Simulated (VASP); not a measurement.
The system is Ag.

```xyz
2
Lattice="2.9300 0.0000 0.0000 -1.4650 2.5375 0.0000 0.0000 0.0000 4.7900" Properties=species:S:1:pos:R:3 pbc="T T T"
Ag    1.4650    0.8458    3.5925
Ag    0.0000    1.6916    1.1975
```

This isn't the form of Ag at room conditions, which is fcc.

```yaml
Program: VASP 6.6.1
Task: relaxation of cell and atoms
Functional: LDA
Potentials_or_basis: VASP PAW LDA potentials, release 64 (Ag)
Cutoff: 600 eV
k_mesh: 8 × 8 × 6
Occupations: fermi-dirac, width 0.05 eV
Spin: no spin polarisation
```

At the start: pressure -10.3 GPa; volume 17.81 Å³/atom.

Task: Where does the relaxation end?

Result: Over 9 steps the energy falls by 62.0 meV/atom and the volume is 16.11 Å³/atom (-9.5 %); space group P6_3/mmc (No. 194, to 0.05 Å).

Step by step:
```tsv
step	energy change (eV)	largest force (eV/Å)	pressure (GPa)	volume (Å³)
1	0.0000	0.0000	-10.27	35.61
2	-0.0532	0.0000	11.31	30.05
3	-0.1235	0.0000	-0.07	32.22
4	-0.1235	0.0000	0.20	32.15
5	-0.1240	0.0000	0.17	32.16
6	-0.1241	0.0000	0.19	32.17
7	-0.1241	0.0000	0.19	32.17
8	-0.1241	0.0000	-0.15	32.26
9	-0.1241	0.0000	-0.01	32.21
```

Final structure:
```xyz
2
Lattice="2.8469 0.0000 0.0000 -1.4235 2.4655 0.0000 0.0000 0.0000 4.5892" Properties=species:S:1:pos:R:3 pbc="T T T"
Ag    1.4235    0.8218    3.4419
Ag    0.0000    1.6437    1.1473
```
